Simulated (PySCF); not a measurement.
Work out the structure from these simulated measurements.

Formula: C3H2N2.

- Dipole: 4.34 D [PBE0/def2-SVPD]
- Rotational structure: rotational constants A, B, C: 22.643, 3.628, 3.564 GHz [GFN2-xTB]
- UV, first state: lowest singlet excitation: 5.04 eV (246 nm, f = 0.003) [TDDFT PBE0/def2-SVPD]
- Triplet: lowest triplet excitation (Tamm–Dancoff): 4.31 eV [TDA PBE0/def2-SVPD]
- 1H NMR: chemical shifts (computed TMS as zero) by class: 10.01 (1 H), 1.81 (1 H) ppm [GIAO PBE0/pcSseg-1]
- UV, strongest line: among the 6 lowest singlet transitions: S5 at 7.53 eV (165 nm, f = 0.076) [TDDFT PBE0/def2-SVPD]
- Couplings: largest of the computed one-bond spin–spin couplings (means over like bonds): 13C–1H +270.0, 13C–1H +203.1, 13C–13C +101.0, 13C–13C +27.2, 15N–13C -21.9, 15N–13C +13.3, 15N–13C +8.3 Hz [B3LYP/pcJ-1]
- NMR, other nuclei: isotropic shieldings of nuclei other than C and H, by class: -72 (1 N), -28 (1 N) ppm [GIAO PBE0/pcSseg-1]
- 13C NMR: chemical shifts (computed TMS as zero) by class: 167.5 (1 C), 125.3 (1 C), 8.9 (1 C) ppm [GIAO PBE0/pcSseg-1]

Gas-phase values; electronic properties from PySCF, density fitting. Levels stand in brackets. Geometry: GFN2-xTB; no solvent, vibrations or thermal averaging. NMR classes are plain means over equivalent atoms (diastereotopic ones count apart unless rotation or inversion swaps them), as if these changed places fast.

Q: Propose a structure and show how it fits.

A: Numbering: `[N:1]#[C:2][C@H:3]1[CH:4]=[N:5]1`. Its formula, C3H2N2, gives 4 degrees of unsaturation: 1 ring and 3 π bonds in the structure found. 3 carbons fall into 3 classes; from least to most shielded: C=N carbon [C4] (167.5 ppm), nitrile carbon [C2] (125.3 ppm), ring sp3 carbon bound to nitrogen [C3] (8.9 ppm). Hydrogen classes from least to most shielded: 1 H on a C=N carbon, C4 (10.01 ppm), 1 H on an sp3 carbon bound to nitrogen, C3 (1.81 ppm). The other shieldings belong to: -72 ppm, C=N nitrogen [N5]; -28 ppm, nitrile nitrogen [N1]. The couplings run between: +270.0 Hz, C=N carbon [C4] and its hydrogen; +203.1 Hz, sp3 carbon bound to nitrogen [C3] and its hydrogen; +101.0 Hz, nitrile carbon [C2] and sp3 carbon bound to nitrogen [C3]; +27.2 Hz, sp3 carbon bound to nitrogen [C3] and C=N carbon [C4]; -21.9 Hz, nitrile nitrogen [N1] and nitrile carbon [C2]; +13.3 Hz, C=N nitrogen [N5] and sp3 carbon bound to nitrogen [C3]; +8.3 Hz, C=N nitrogen [N5] and C=N carbon [C4]. S1 is mainly HOMO→LUMO (weight 0.97); the largest Löwdin shares of the orbital it empties are 0.29 on the C=N nitrogen, 0.21 on the sp3 carbon bound to nitrogen, 0.20 on the nitrile nitrogen and 0.14 on the C=N carbon, of the orbital it fills 0.42 on the C=N carbon, 0.39 on the C=N nitrogen, 0.08 on the hydrogen on a C=N carbon and 0.07 on the sp3 carbon bound to nitrogen. The optimised geometry has point group C1 and is an asymmetric top. Structure: `N#C[C@H]1C=N1`. Computed isomers that give other values at the same levels: `N#CCC#N` (13C chemical shifts (computed TMS as zero) by class: 114.3 (2 C), 6.5 (1 C) ppm); `N#CC1=NC1` (lowest singlet excitation: 4.04 eV (307 nm, f = 0.000)). The assignments are read from this structure; whether some other isomer fits the data as well wasn't checked. The mirror image fits equally.
